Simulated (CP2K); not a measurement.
Runs of CP2K 2026.2 on WC (Qusongite). It takes space group P-6m2 (No. 187, hexagonal). Conventional cell: a = 2.907 Å, b = 2.907 Å, c = 2.837 Å, α = 90.00°, β = 90.00°, γ = 120.00°. W (site symmetry -6m2) is surrounded by 6 C at 2.20 Å. Around C (site symmetry -6m2) lie 6 W at 2.20 Å. 

```csv
level,potentials or basis,smearing,EPS_DEFAULT,points a segment of the path (NPOINTS),bands added on the path,CUTOFF of the grids,gap on the mesh (eV),pressure (GPa)
LDA,"GTH_POTENTIALS W GTH-PADE-q14, C GTH-PADE-q4; TZVP-MOLOPT-PBE-GTH basis",fermi-dirac 0.0259 eV,1.0E-10,10,4,450 Ry,none,-37.5
TB-mBJ,"POTENTIAL_UZH W GTH-PBE-q14, C GTH-PBE-q4; TZVP-MOLOPT-PBE-GTH basis",fermi-dirac 0.05 eV,1.0E-10,8,4,675 Ry,none,-
r2SCAN,"POTENTIAL_UZH W GTH-SCAN-q14, C GTH-SCAN-q4; TZVP-MOLOPT-SCAN-GTH basis",fermi-dirac 0.1 eV,1.0E-9,8,2,675 Ry,none,(a)
PBEsol,"POTENTIAL_UZH W GTH-PBE-q14, C GTH-PBE-q4; TZVP-MOLOPT-PBE-GTH basis",fermi-dirac 0.1 eV,1.0E-9,8,2,450 Ry,none,-4.0
```

Alike in all rows: task band structure; no spin polarisation; cell as given; k mesh 10 × 10 × 9.

**Question.** Fill in the values left out.

**Answer.** (a) -3.4.

Caveats: spin-orbit coupling is left out, which moves the levels of the heavy elements; the basis of atomic orbitals isn't converged, which shifts pressures, moduli and gaps; the potentials were made for another functional, which shifts forces and pressure (some runs); a pressure of tens of GPa on the cell as given is suspect, and the run, the potentials or the cell itself is likely at fault (some runs); this is a model potential without an energy functional, so only levels have meaning (some runs).

A k mesh can miss the band edges, and the runs leave out spin-orbit coupling on W.

A gap of «none» marks a metal or a gap under the smearing width.

Runs at the PBE level aren't shown here.
